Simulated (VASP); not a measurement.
Write the native input for VASP 6.6.1 that does the following.

| Quantity | Value |
| --- | --- |
| Task | relaxation of cell and atoms |
| Functional | rev-vdW-DF2 |
| Potentials or basis | VASP PAW PBE potentials, release 64 (Se, Zr_sv) |
| Cutoff | 600 eV |
| k mesh | 9 × 9 × 1 |
| Occupations | gaussian, width 0.03 eV |
| Spin | no spin polarisation |
| Further INCAR settings | ALGO = Normal; EDIFF = 1e-06; IBRION = 2; EDIFFG = -0.01; NSW = 90; ISIF = 3 |

The structure of ZrSe2 lies in POSCAR:

```
ZrSe2
1.0
    3.7980000000      0.0000000000      0.0000000000
   -1.8990000000      3.2891644800      0.0000000000
    0.0000000000      0.0000000000     27.2880000000
Se Zr
4 2
Direct
    0.6666666700      0.3333333300      0.3298153000
    0.3333333300      0.6666666700      0.4432717700
    0.6666666700      0.3333333300      0.5567282300
    0.3333333300      0.6666666700      0.6701847000
    0.0000000000      0.0000000000      0.3865435400
    0.0000000000      0.0000000000      0.6134564600
```

These files were run (other wordings do the same):

INCAR

```
PREC = Accurate ; ENCUT = 600
EDIFF = 1E-6 ; ISMEAR = 0
SIGMA = 0.03 ; LREAL = F
LASPH = T ; NELM = 80
ALGO = Normal ; ISIF = 3
LWAVE = F ; LCHARG = F
GGA = MK ; LUSE_VDW = T
AGGAC = 0.0 ; PARAM1 = 0.1234
PARAM2 = 0.711357 ; ZAB_VDW = -1.8867
IBRION = 2 ; NSW = 90
EDIFFG = -0.01 ; LATTICE_CONSTRAINTS = .TRUE. .TRUE. .FALSE.
```

KPOINTS

```
regular mesh
0
Gamma
  9 9 1
```

Potentials or basis: VASP PAW PBE potentials, release 64 (Se, Zr_sv).

Launch:

```sh
$ cat potpaw_PBE.64/Se/POTCAR potpaw_PBE.64/Zr_sv/POTCAR > POTCAR
$ mpirun -np 1 vasp_std > vasp.out
```

It gave:

```yaml
Relaxed_volume: 55.91 Å³/atom
Relaxed_cell: a = 3.767 Å, b = 3.767 Å, c = 27.288 Å, α = 90.00°, β = 90.00°, γ = 120.00°
Space_group_after_relaxing_to_0.05_Å: P-3m1 (No. 164)
Energy_gained_by_relaxing: 4.6 meV/atom
Ionic_steps: 9
Largest_force_after_relaxing: 0.009 eV/Å
Band_gap_on_the_k_mesh: 0.34 eV, indirect (least direct gap 1.05 eV)
```

Caveat: the PAW data sets were made with another functional, which shifts forces and pressure a little.

Run time: 37 min on 1 thread of Intel(R) Xeon(R) 6975P-C (Granite Rapids) (shared host), peak memory 1.4 GiB.
